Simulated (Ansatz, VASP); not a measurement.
**One calculation of Cu4H, two programs**

File INCAR:

```
SYSTEM = Cu4H
PREC     = Accurate       ! precision mode
ENCUT    = 600            ! plane-wave cutoff, eV
EDIFF    = 1E-6           ! SCF threshold, eV
ISMEAR   = 0              ! smearing method
SIGMA    = 0.1            ! smearing width, eV
LREAL    = .False.        ! projectors in reciprocal space
LASPH    = .True.         ! aspherical terms in the spheres
NELM     = 100            ! most SCF steps
ALGO     = Normal         ! electronic algorithm
ISIF     = 3              ! what is computed and relaxed
LWAVE    = .False.        ! write WAVECAR
LCHARG   = .False.        ! write CHGCAR
GGA      = PE             ! functional
IBRION   = 2              ! ionic algorithm
NSW      = 100            ! ionic steps
EDIFFG   = -0.01          ! ionic threshold
```

Contents of KPOINTS:

```
regular mesh
0
Gamma
  12 12 12
  0 0 0
```

File POSCAR:

```
Cu4H
1.0
   -2.4225618467      2.4225618467      2.4225618467
    2.4225618467     -2.4225618467      2.4225618467
    2.4225618467      2.4225618467     -2.4225618467
Cu H
4 1
Direct
    0.0000000000      0.0000000000      0.5000000000
    0.5000000000      0.0000000000      0.0000000000
    0.0000000000      0.5000000000      0.0000000000
    0.5000000000      0.5000000000      0.5000000000
    0.0000000000      0.0000000000      0.0000000000
```

Input for Ansatz:

```yaml
crystal:
  lattice:
    - [-2.4225618467, 2.4225618467, 2.4225618467]
    - [2.4225618467, -2.4225618467, 2.4225618467]
    - [2.4225618467, 2.4225618467, -2.4225618467]
  atoms:
    - { symbol: Cu, position: [0.0, 0.0, 0.5] }
    - { symbol: Cu, position: [0.5, 0.0, 0.0] }
    - { symbol: Cu, position: [0.0, 0.5, 0.0] }
    - { symbol: Cu, position: [0.5, 0.5, 0.5] }
    - { symbol: H, position: [0.0, 0.0, 0.0] }
basis:
  ecutwfc: 420
kpoints:
  mp_grid: { grid: [12, 12, 12] }
hamiltonian:
  xc: pbe
scf:
  occupations: { method: gaussian, width: 0.1 }
output:
  forces: true
  stress: true
  eigenvalues: true
  write_density: true
  write_potential: true
  elf: true
  volumetric_format: npy
relax:
  adjacent_minimum: "off"
  f_tol: 0.01
  max_steps: 80
  cell: { stress_tol: 0.05 }
```

Change from the starting cell: species swapped into the Hg4Pt type (Im-3m, No. 229).

Alike in both runs: task relaxation of cell and atoms; functional PBE; k mesh 12 × 12 × 12; occupations gaussian, width 0.1 eV; no spin polarisation.

|  | VASP | Ansatz |
| --- | --- | --- |
| version | VASP 6.6.1 | Ansatz 0.2.0 |
| potentials or method | VASP PAW PBE potentials, release 64 (Cu, H) | scalar-relativistic, plane waves, PAW |
| plane-wave cutoff (eV) | 600 | 420 |
| valence electrons in the cell | 45 | 77 |

```csv
,VASP,Ansatz,Ansatz less VASP
"gap on the k mesh at the Fermi level, each at its own relaxed structure (eV)",none,none,-
relaxed volume (Å³/atom),11.39,11.35,-0.042
relaxed cell length with the largest relative difference (Å),4.198,4.193,-0.0052
```

A gap of «none» marks a metal or a gap that the smearing closes. The two sets of potentials don't hold the same shells in valence.
